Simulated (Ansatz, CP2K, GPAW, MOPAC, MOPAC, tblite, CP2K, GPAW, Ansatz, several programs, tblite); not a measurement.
# SnSe2 from cheap methods to r2SCAN, part 1 of 2

How much accuracy does each second buy? SnSe2 is computed with 11 methods, from the cheapest up to r2SCAN.

Computed with MOPAC, tblite, CP2K, GPAW, Ansatz (versions at each run) (no spin polarisation, static lattice; gaps from single points on the cell relaxed beforehand with r²SCAN+rVV10, unless a step's input says otherwise).

**1. The starting structure**

Symmetry: P-3m1, No. 164, trigonal system. The conventional cell has a = 3.825 Å, b = 3.825 Å, c = 6.227 Å, α = 90.00°, β = 90.00°, γ = 120.00°. Sn (site symmetry -3m) is surrounded by 6 Se at 2.71 Å. Around Se (site symmetry 3m) lie 3 Sn at 2.71 Å.

Coordinates:

```xyz
3
Lattice="3.8251 0.0000 0.0000 -1.9126 3.3127 0.0000 0.0000 0.0000 6.2271" Properties=species:S:1:pos:R:3 pbc="T T T"
Sn    0.0000    0.0000    0.0000
Se    0.0000    2.2085    1.5759
Se    1.9126    1.1042    4.6511
```

The structure type (1T (CdI2) bulk) is imposed and need not be the compound's stable one.

**2. PM6 (semi-empirical, MOPAC 23.2.5)**

The gap of PM6 and PM7 is a difference of Hartree-Fock-like orbital energies, with no screening; it often comes out too large, and it hangs on the parameters.

run.mop

```
PM6 1SCF GRADIENTS AUX(PRECISION=6) THREADS=1
crystal as a cluster of 3x3x2 conventional cells

Sn 0.000000 1 0.000000 1 0.000000 1
Se 0.000000 1 2.208451 1 1.575938 1
Se 1.912575 1 1.104225 1 4.651141 1
Sn 0.000000 1 0.000000 1 6.227079 1
Se 0.000000 1 2.208451 1 7.803017 1
Se 1.912575 1 1.104225 1 10.878220 1
Sn -1.912575 1 3.312676 1 0.000000 1
Se -1.912575 1 5.521127 1 1.575938 1
Se 0.000000 1 4.416902 1 4.651141 1
Sn -1.912575 1 3.312676 1 6.227079 1
Se -1.912575 1 5.521127 1 7.803017 1
Se 0.000000 1 4.416902 1 10.878220 1
Sn -3.825149 1 6.625353 1 0.000000 1
Se -3.825149 1 8.833804 1 1.575938 1
Se -1.912575 1 7.729578 1 4.651141 1
Sn -3.825149 1 6.625353 1 6.227079 1
Se -3.825149 1 8.833804 1 7.803017 1
Se -1.912575 1 7.729578 1 10.878220 1
Sn 3.825149 1 0.000000 1 0.000000 1
Se 3.825149 1 2.208451 1 1.575938 1
Se 5.737724 1 1.104225 1 4.651141 1
Sn 3.825149 1 0.000000 1 6.227079 1
Se 3.825149 1 2.208451 1 7.803017 1
Se 5.737724 1 1.104225 1 10.878220 1
Sn 1.912575 1 3.312676 1 0.000000 1
Se 1.912575 1 5.521127 1 1.575938 1
Se 3.825149 1 4.416902 1 4.651141 1
Sn 1.912575 1 3.312676 1 6.227079 1
Se 1.912575 1 5.521127 1 7.803017 1
Se 3.825149 1 4.416902 1 10.878220 1
Sn 0.000000 1 6.625353 1 0.000000 1
Se 0.000000 1 8.833804 1 1.575938 1
Se 1.912575 1 7.729578 1 4.651141 1
Sn 0.000000 1 6.625353 1 6.227079 1
Se 0.000000 1 8.833804 1 7.803017 1
Se 1.912575 1 7.729578 1 10.878220 1
Sn 7.650299 1 0.000000 1 0.000000 1
Se 7.650299 1 2.208451 1 1.575938 1
Se 9.562873 1 1.104225 1 4.651141 1
Sn 7.650299 1 0.000000 1 6.227079 1
Se 7.650299 1 2.208451 1 7.803017 1
Se 9.562873 1 1.104225 1 10.878220 1
Sn 5.737724 1 3.312676 1 0.000000 1
Se 5.737724 1 5.521127 1 1.575938 1
Se 7.650299 1 4.416902 1 4.651141 1
Sn 5.737724 1 3.312676 1 6.227079 1
Se 5.737724 1 5.521127 1 7.803017 1
Se 7.650299 1 4.416902 1 10.878220 1
Sn 3.825149 1 6.625353 1 0.000000 1
Se 3.825149 1 8.833804 1 1.575938 1
Se 5.737724 1 7.729578 1 4.651141 1
Sn 3.825149 1 6.625353 1 6.227079 1
Se 3.825149 1 8.833804 1 7.803017 1
Se 5.737724 1 7.729578 1 10.878220 1
Tv 11.475448 1 0.000000 1 0.000000 1
Tv -5.737724 1 9.938029 1 0.000000 1
Tv 0.000000 1 0.000000 1 12.454158 1
```

The run is started by

```sh
$ mopac run.mop
```

What it wrote (excerpt; [...] marks lines left out):

```text
[...]
           Empirical Formula: Sn18 Se36  =    54 atoms
[...]
     SCF FIELD WAS ACHIEVED
[...]
                                                       MOPAC v23.2.5 Linux
          FINAL HEAT OF FORMATION =       -891.29727 KCAL/MOL =   -3729.18777 KJ/MOL
          H.o.F. per unit cell    =        -49.51651 KCAL, for 18 unit cells, unit cell = Sn1 Se2
          GRADIENT NORM           =        345.36920          =       46.99880 PER ATOM
          IONIZATION POTENTIAL    =          9.896848 EV
          HOMO LUMO ENERGIES (EV) =         -9.897 -5.843
          NO. OF FILLED LEVELS    =        144
          MOLECULAR WEIGHT        =       4978.9800         POINT GROUP:  C1
          VOLUME OF UNIT CELL     =       1420.314 CUBIC ANGSTROMS
          DENSITY                 =          5.821 GRAMS/CC
                              A   =         11.475 ANGSTROMS
                              B   =         11.475 ANGSTROMS
                              C   =         12.454 ANGSTROMS
[...]
                             CARTESIAN COORDINATES
   1   Sn        0.000000000     0.000000000     0.000000000
   2   Se        0.000000000     2.208451000     1.575938000
   3   Se        1.912575000     1.104225000     4.651141000
   4   Sn        0.000000000     0.000000000     6.227079000
   5   Se        0.000000000     2.208451000     7.803017000
   6   Se        1.912575000     1.104225000    10.878220000
   7   Sn       -1.912575000     3.312676000     0.000000000
   8   Se       -1.912575000     5.521127000     1.575938000
   9   Se        0.000000000     4.416902000     4.651141000
  10   Sn       -1.912575000     3.312676000     6.227079000
  11   Se       -1.912575000     5.521127000     7.803017000
  12   Se        0.000000000     4.416902000    10.878220000
  13   Sn       -3.825149000     6.625353000     0.000000000
[...]
              NET ATOMIC CHARGES AND DIPOLE CONTRIBUTIONS
  ATOM NO.   TYPE          CHARGE      No. of ELECS.   s-Pop       p-Pop
    1         Sn           0.910812        3.0892     1.23477     1.85441
    2         Se          -0.455356        6.4554     1.99888     4.45647
    3         Se          -0.455366        6.4554     1.99888     4.45648
    4         Sn           0.910812        3.0892     1.23477     1.85442
    5         Se          -0.455341        6.4553     1.99888     4.45646
    6         Se          -0.455373        6.4554     1.99888     4.45649
    7         Sn           0.911009        3.0890     1.23476     1.85423
    8         Se          -0.455618        6.4556     1.99888     4.45673
    9         Se          -0.455562        6.4556     1.99888     4.45668
   10         Sn           0.911010        3.0890     1.23476     1.85423
   11         Se          -0.455602        6.4556     1.99888     4.45672
   12         Se          -0.455569        6.4556     1.99888     4.45668
[...]
 * JOB ENDED NORMALLY *
[...]
```

Wall time 1.5 s (1 thread of Intel Xeon 6975P-C (Granite Rapids), shared host); peak memory 0.021 GiB.

Gap 4.05 eV. The 54 atoms of the cluster fold only a few k-points onto the zone centre, so gap and energy may not be converged in the cluster's size.

**3. PM7 (semi-empirical, MOPAC 23.2.5)**

run.mop

```
PM7 1SCF GRADIENTS AUX(PRECISION=6) THREADS=1
crystal as a cluster of 3x3x2 conventional cells

Sn 0.000000 1 0.000000 1 0.000000 1
Se 0.000000 1 2.208451 1 1.575938 1
Se 1.912575 1 1.104225 1 4.651141 1
Sn 0.000000 1 0.000000 1 6.227079 1
Se 0.000000 1 2.208451 1 7.803017 1
Se 1.912575 1 1.104225 1 10.878220 1
Sn -1.912575 1 3.312676 1 0.000000 1
Se -1.912575 1 5.521127 1 1.575938 1
Se 0.000000 1 4.416902 1 4.651141 1
Sn -1.912575 1 3.312676 1 6.227079 1
Se -1.912575 1 5.521127 1 7.803017 1
Se 0.000000 1 4.416902 1 10.878220 1
Sn -3.825149 1 6.625353 1 0.000000 1
Se -3.825149 1 8.833804 1 1.575938 1
Se -1.912575 1 7.729578 1 4.651141 1
Sn -3.825149 1 6.625353 1 6.227079 1
Se -3.825149 1 8.833804 1 7.803017 1
Se -1.912575 1 7.729578 1 10.878220 1
Sn 3.825149 1 0.000000 1 0.000000 1
Se 3.825149 1 2.208451 1 1.575938 1
Se 5.737724 1 1.104225 1 4.651141 1
Sn 3.825149 1 0.000000 1 6.227079 1
Se 3.825149 1 2.208451 1 7.803017 1
Se 5.737724 1 1.104225 1 10.878220 1
Sn 1.912575 1 3.312676 1 0.000000 1
Se 1.912575 1 5.521127 1 1.575938 1
Se 3.825149 1 4.416902 1 4.651141 1
Sn 1.912575 1 3.312676 1 6.227079 1
Se 1.912575 1 5.521127 1 7.803017 1
Se 3.825149 1 4.416902 1 10.878220 1
Sn 0.000000 1 6.625353 1 0.000000 1
Se 0.000000 1 8.833804 1 1.575938 1
Se 1.912575 1 7.729578 1 4.651141 1
Sn 0.000000 1 6.625353 1 6.227079 1
Se 0.000000 1 8.833804 1 7.803017 1
Se 1.912575 1 7.729578 1 10.878220 1
Sn 7.650299 1 0.000000 1 0.000000 1
Se 7.650299 1 2.208451 1 1.575938 1
Se 9.562873 1 1.104225 1 4.651141 1
Sn 7.650299 1 0.000000 1 6.227079 1
Se 7.650299 1 2.208451 1 7.803017 1
Se 9.562873 1 1.104225 1 10.878220 1
Sn 5.737724 1 3.312676 1 0.000000 1
Se 5.737724 1 5.521127 1 1.575938 1
Se 7.650299 1 4.416902 1 4.651141 1
Sn 5.737724 1 3.312676 1 6.227079 1
Se 5.737724 1 5.521127 1 7.803017 1
Se 7.650299 1 4.416902 1 10.878220 1
Sn 3.825149 1 6.625353 1 0.000000 1
Se 3.825149 1 8.833804 1 1.575938 1
Se 5.737724 1 7.729578 1 4.651141 1
Sn 3.825149 1 6.625353 1 6.227079 1
Se 3.825149 1 8.833804 1 7.803017 1
Se 5.737724 1 7.729578 1 10.878220 1
Tv 11.475448 1 0.000000 1 0.000000 1
Tv -5.737724 1 9.938029 1 0.000000 1
Tv 0.000000 1 0.000000 1 12.454158 1
```

The run is started by

```sh
$ mopac run.mop
```

What it wrote:

```text
be used
 *  1SCF       - DO 1 SCF AND THEN STOP
 *  THREADS=1  - MULTI-THREADING NOT USED
 *  T=         - A TIME OF 172800.0 SECONDS REQUESTED
 *  DUMP=N     - RESTART FILE WRITTEN EVERY 7200.0 SECONDS REQUESTED
 *  AUX        - OUTPUT AUXILIARY INFORMATION
 *  GRADIENTS  - ALL GRADIENTS TO BE PRINTED
 *******************************************************************************
PM7 1SCF GRADIENTS AUX(PRECISION=6) THREADS=1
 crystal as a cluster of 3x3x2 conventional cells

   ATOM   CHEMICAL          X               Y               Z
  NUMBER   SYMBOL      (ANGSTROMS)     (ANGSTROMS)     (ANGSTROMS)

     1      Sn          0.00000000  *   0.00000000  *   0.00000000  *
     2      Se          0.00000000  *   2.20845100  *   1.57593800  *
     3      Se          1.91257500  *   1.10422500  *   4.65114100  *
[... 53 lines of this table left out ...]
    57      Tv          0.00000000  *   0.00000000  *  12.45415800  *

                   THE SYSTEM IS A SOLID

                UNIT CELL TRANSLATION VECTORS

              X                Y              Z
    T1 =    11.4754480      0.0000000      0.0000000
    T2 =    -5.7377240      9.9380290      0.0000000
    T3 =     0.0000000      0.0000000     12.4541580

          CARTESIAN COORDINATES

    NO.       ATOM           X           Y           Z

     1        Sn          0.0000      0.0000      0.0000
     2        Se          0.0000      2.2085      1.5759
     3        Se          1.9126      1.1042      4.6511
[... 50 lines of this table left out ...]
    54        Se          5.7377      7.7296     10.8782

 General Reference for PM7:
 "Optimization of Parameters for Semiempirical Methods VI: More Modifications to the
 NDDO Approximations and Re-optimization of Parameters", J. J. P. Stewart, J. Mol. Mod., 1:32, 19 (2013)

           Empirical Formula: Sn18 Se36  =    54 atoms

      RHF CALCULATION, NO. OF DOUBLY OCCUPIED LEVELS = 144

                   THE SYSTEM IS A SOLID

                UNIT CELL TRANSLATION VECTORS

              X                Y              Z
    T1 =    11.4754480      0.0000000      0.0000000
    T2 =    -5.7377240      9.9380290      0.0000000
    T3 =     0.0000000      0.0000000     12.4541580

 -------------------------------------------------------------------------------
 PM7 1SCF GRADIENTS AUX(PRECISION=6) THREADS=1
 crystal as a cluster of 3x3x2 conventional cells

     1SCF WAS SPECIFIED, SO BFGS WAS NOT USED
     SCF FIELD WAS ACHIEVED

                              PM7 CALCULATION
                                                       MOPAC v23.2.5 Linux

          FINAL HEAT OF FORMATION =       -396.91042 KCAL/MOL =   -1660.67320 KJ/MOL
          H.o.F. per unit cell    =        -22.05058 KCAL, for 18 unit cells, unit cell = Sn1 Se2

          GRADIENT NORM           =        331.09513          =       45.05634 PER ATOM
          IONIZATION POTENTIAL    =          8.529332 EV
          HOMO LUMO ENERGIES (EV) =         -8.529 -4.287
          NO. OF FILLED LEVELS    =        144
          MOLECULAR WEIGHT        =       4978.9800         POINT GROUP:  C1

          VOLUME OF UNIT CELL     =       1420.314 CUBIC ANGSTROMS

          DENSITY                 =          5.821 GRAMS/CC
                              A   =         11.475 ANGSTROMS
                              B   =         11.475 ANGSTROMS
                              C   =         12.454 ANGSTROMS
                            ALPHA =         90.000 DEGREES
                            BETA  =         90.000 DEGREES
                            GAMMA =        120.000 DEGREES

[... 24 lines left out ...]
       FINAL  POINT  AND  DERIVATIVES
[... 147 lines left out ...]
    146         49 Sn    CARTESIAN Y     6.625353     -0.011108  KCAL/ANGSTROM
    147         49 Sn    CARTESIAN Z     0.000000      0.002582  KCAL/ANGSTROM
    148         50 Se    CARTESIAN X     3.825149      0.003331  KCAL/ANGSTROM
    149         50 Se    CARTESIAN Y     8.833804     -0.019106  KCAL/ANGSTROM
    150         50 Se    CARTESIAN Z     1.575938     28.667158  KCAL/ANGSTROM
    151         51 Se    CARTESIAN X     5.737724      0.001908  KCAL/ANGSTROM
    152         51 Se    CARTESIAN Y     7.729578     -0.013064  KCAL/ANGSTROM
    153         51 Se    CARTESIAN Z     4.651141    -28.685740  KCAL/ANGSTROM
    154         52 Sn    CARTESIAN X     3.825149      0.015989  KCAL/ANGSTROM
    155         52 Sn    CARTESIAN Y     6.625353     -0.011755  KCAL/ANGSTROM
    156         52 Sn    CARTESIAN Z     6.227079      0.007622  KCAL/ANGSTROM
    157         53 Se    CARTESIAN X     3.825149      0.004844  KCAL/ANGSTROM
    158         53 Se    CARTESIAN Y     8.833804     -0.019410  KCAL/ANGSTROM
    159         53 Se    CARTESIAN Z     7.803017     28.667569  KCAL/ANGSTROM
    160         54 Se    CARTESIAN X     5.737724      0.004222  KCAL/ANGSTROM
    161         54 Se    CARTESIAN Y     7.729578     -0.013906  KCAL/ANGSTROM
    162         54 Se    CARTESIAN Z    10.878220    -28.680062  KCAL/ANGSTROM
    163         55 Tv    CARTESIAN X    11.475448    -30.687689  KCAL/ANGSTROM
    164         55 Tv    CARTESIAN Y     0.000000    -17.652421  KCAL/ANGSTROM
    165         55 Tv    CARTESIAN Z     0.000000     57.359352  KCAL/ANGSTROM
    166         56 Tv    CARTESIAN X    -5.737724     -0.004914  KCAL/ANGSTROM
    167         56 Tv    CARTESIAN Y     9.938029    -35.225387  KCAL/ANGSTROM
    168         56 Tv    CARTESIAN Z     0.000000    -57.312859  KCAL/ANGSTROM
    169         57 Tv    CARTESIAN X     0.000000     -0.009170  KCAL/ANGSTROM
    170         57 Tv    CARTESIAN Y     0.000000     -0.006730  KCAL/ANGSTROM
    171         57 Tv    CARTESIAN Z    12.454158    266.384231  KCAL/ANGSTROM

   ATOM   CHEMICAL          X               Y               Z
  NUMBER   SYMBOL      (ANGSTROMS)     (ANGSTROMS)     (ANGSTROMS)

     1      Sn          0.00000000  *   0.00000000  *   0.00000000  *
     2      Se          0.00000000  *   2.20845100  *   1.57593800  *
     3      Se          1.91257500  *   1.10422500  *   4.65114100  *
[... 53 lines of this table left out ...]
    57      Tv          0.00000000  *   0.00000000  *  12.45415800  *

                             CARTESIAN COORDINATES

   1   Sn        0.000000000     0.000000000     0.000000000
   2   Se        0.000000000     2.208451000     1.575938000
   3   Se        1.912575000     1.104225000     4.651141000
[... 50 lines of this table left out ...]
  54   Se        5.737724000     7.729578000    10.878220000

           Empirical Formula: Sn18 Se36  =    54 atoms

                  EIGENVALUES
 -25.68960 -25.68918 -25.68866 -25.68859 -25.68807 -25.68757 -25.63990 -25.63948
 -25.63897 -25.63890 -25.63840 -25.63791 -25.19052 -25.17120 -24.73737 -24.73737
 -24.73691 -24.73691 -24.71389 -24.71389 -24.71343 -24.71343 -24.66122 -24.57524
[... 23 lines of this table left out ...]
   0.27114   0.27123   0.27149   0.27155   0.77915   0.77915   0.85872   0.85872

              NET ATOMIC CHARGES AND DIPOLE CONTRIBUTIONS

  ATOM NO.   TYPE          CHARGE      No. of ELECS.   s-Pop       p-Pop
    1         Sn           1.084718        2.9153     0.81501     2.10028
    2         Se          -0.542220        6.5422     1.96822     4.57400
    3         Se          -0.542322        6.5423     1.96823     4.57409
[... 50 lines of this table left out ...]
   54         Se          -0.542308        6.5423     1.96822     4.57408

          ATOMIC ORBITAL ELECTRON POPULATIONS

     Atom    s        px        py        pz
    1 Sn   0.81501   0.74489   0.74499   0.61039
    2 Se   1.96822   1.52929   1.52897   1.51574
    3 Se   1.96823   1.52934   1.52935   1.51541
[... 50 lines of this table left out ...]
   54 Se   1.96822   1.52934   1.52897   1.51578

 **********************
 *                    *
 * JOB ENDED NORMALLY *
 *                    *
 **********************

 TOTAL JOB TIME:             1.19 SECONDS

 == MOPAC DONE ==
```

Wall time 1.4 s (1 thread of Intel Xeon 6975P-C (Granite Rapids), shared host); peak memory 0.022 GiB.

Gap 4.24 eV. The 54 atoms of the cluster fold only a few k-points onto the zone centre, so gap and energy may not be converged in the cluster's size.

Further single points at scaled volumes (the reference cell, shape and fractional coordinates held; logs not shown):

```csv
volume (Å³/atom),"energy (meV/atom, from the lowest)"
23.15,38.6
24.72,0.0
26.30,23.7
27.88,89.4
29.46,183.5
```

A third-order Birch-Murnaghan fit gives V₀ = 24.81 Å³ an atom and B₀ = 96 GPa, with shape and fractional coordinates held. In a layered crystal such scaling stretches the stiff bonds within the layers too, so it hides the weak binding between them.

**4. GFN2-xTB (tight binding, tblite 0.8.0)**

run.py

```python
import json
from ase import Atoms
from ase.build import make_supercell
from ase.units import Bohr, GPa, Hartree
from tblite.interface import Calculator

atoms = Atoms(['Sn', 'Se', 'Se'],
              cell=[[3.82514933, 0.0, 0.0], [-1.91257466, 3.31267649, 0.0], [0.0, 0.0, 6.22707905]],
              scaled_positions=[[0.0, 0.0, 0.0], [0.333333333, 0.666666667, 0.253078224], [0.666666667, 0.333333333, 0.746921776]],
              pbc=True)
cluster = make_supercell(atoms, [[3, 0, 0], [0, 3, 0], [0, 0, 2]])
calc = Calculator('GFN2-xTB', cluster.numbers, cluster.positions / Bohr, lattice=cluster.cell[:] / Bohr, periodic=cluster.pbc)
calc.set('temperature', 0.02 / Hartree)
calc.set('max-iter', 150)
res = calc.singlepoint()
levels = res.get('orbital-energies') * Hartree
nv = round(res.get('orbital-occupations').sum() / 2)
cells = len(cluster) // len(atoms)
out = {'energy_per_cell': res.get('energy') * Hartree / cells, 'homo': levels[nv - 1], 'lumo': levels[nv],
       'stress': (-res.get('virial') * Hartree / cluster.get_volume() / GPa).tolist(), 'charges': res.get('charges')[:len(atoms)].tolist(), 'electrons': 2 * nv / cells}
json.dump(out, open('results.json', 'w'))
for key, value in out.items():
    print(key, value)
```

The run is started by

```sh
$ python run.py
```

What it wrote:

```text
------------------------------------------------------------
  cycle        total energy    energy error   density error
------------------------------------------------------------
      1     -135.8507280601  -1.3605070E+02   1.5096662E+00
      2      306.6236370818   4.4247437E+02   3.7599693E+00
      3      2273.256093618   1.9666325E+03   9.5198875E+00
      4     -122.9918494494  -2.3962479E+03   1.7925938E+00
      5     -134.4905197164  -1.1498670E+01   1.1348208E+00
      6     -114.7722925604   1.9718227E+01   8.7051556E-01
      7     -116.3627132932  -1.5904207E+00   7.0425585E-01
      8     -126.7951178986  -1.0432405E+01   4.7494269E-01
      9     -130.5182713544  -3.7231535E+00   4.1410424E-01
     10     -147.8985610378  -1.7380290E+01   3.0146383E-01
     11     -150.9243844448  -3.0258234E+00   2.8634570E-01
     12     -153.4985360935  -2.5741516E+00   2.4076067E-01
     13     -154.6937679886  -1.1952319E+00   1.7887574E-01
     14     -154.8017714435  -1.0800345E-01   1.2333863E-01
     15     -154.7925270956   9.2443479E-03   9.1935048E-02
     16     -154.7916304904   8.9660524E-04   3.6053953E-02
     17     -154.7962757665  -4.6452761E-03   1.2262181E-02
     18     -154.7990718816  -2.7961151E-03   6.0746204E-02
     19     -154.8037362157  -4.6643341E-03   5.6454146E-02
     20     -154.8065701292  -2.8339136E-03   4.5382344E-02
     21     -154.8090722937  -2.5021644E-03   2.0812001E-02
     22     -154.8093181027  -2.4580906E-04   1.2741955E-02
     23     -154.8094526407  -1.3453797E-04   4.2647706E-03
     24     -154.8094513266   1.3140875E-06   1.5604334E-03
     25     -154.8094537489  -2.4222928E-06   1.4848964E-03
     26     -154.8094477759   5.9730085E-06   1.4970705E-03
     27     -154.8094410489   6.7269938E-06   1.2193011E-03
[... 47 lines of this table left out ...]
     75     -154.8094908515  -3.0621550E-10   2.8438226E-05
     76     -154.8094908533  -1.7909656E-09   2.7328935E-05
     77     -154.8094908563  -2.9359910E-09   2.3667342E-05
     78     -154.8094908576  -1.3386057E-09   2.2736930E-05
     79     -154.8094908579  -2.8197178E-10   2.2195246E-05
     80     -154.8094908579  -5.9685590E-11   2.2198039E-05
     81     -154.8094908587  -7.3117690E-10   2.1535078E-05
     82     -154.8094908604  -1.7656987E-09   2.4065512E-05
     83     -154.8094908606  -1.6515855E-10   2.0742841E-05
     84     -154.8094908590   1.6040929E-09   2.2265060E-05
     85     -154.8094908586   3.9403858E-10   2.2543100E-05
     86     -154.8094908599  -1.3156978E-09   2.1490632E-05
     87     -154.8094908620  -2.0484663E-09   1.9437737E-05
------------------------------------------------------------

 total:                                  15.755 sec
energy_per_cell -234.03226756004602
homo -9.734435490533402
lumo -9.556093768538952
stress [[0.6066585641864087, -1.8510173318994428e-05, 1.6442831950476547e-06], [-1.8510173318944856e-05, 0.606637383358529, -8.369605793403005e-07], [1.6442831950205634e-06, -8.369605792482694e-07, 0.7267538407900965]]
charges [0.06916441412167484, -0.03458237737501335, -0.034536461251150466]
electrons 16.0
```

Wall time 16 s (1 thread of Intel Xeon 6975P-C (Granite Rapids), shared host); peak memory 0.12 GiB.

Gap 0.18 eV; pressure 0.6 GPa. The 54 atoms of the cluster fold only a few k-points onto the zone centre, so gap and energy may not be converged in the cluster's size.

Further single points at scaled volumes (the reference cell, shape and fractional coordinates held; logs not shown):

```csv
volume (Å³/atom),"energy (meV/atom, from the lowest)"
23.15,40.1
24.72,15.7
26.30,0.0
27.88,0.4
29.46,14.6
```

A third-order Birch-Murnaghan fit gives V₀ = 27.16 Å³ an atom and B₀ = 27 GPa, with shape and fractional coordinates held. In a layered crystal such scaling stretches the stiff bonds within the layers too, so it hides the weak binding between them.

(Continued in part 2 of 2.)
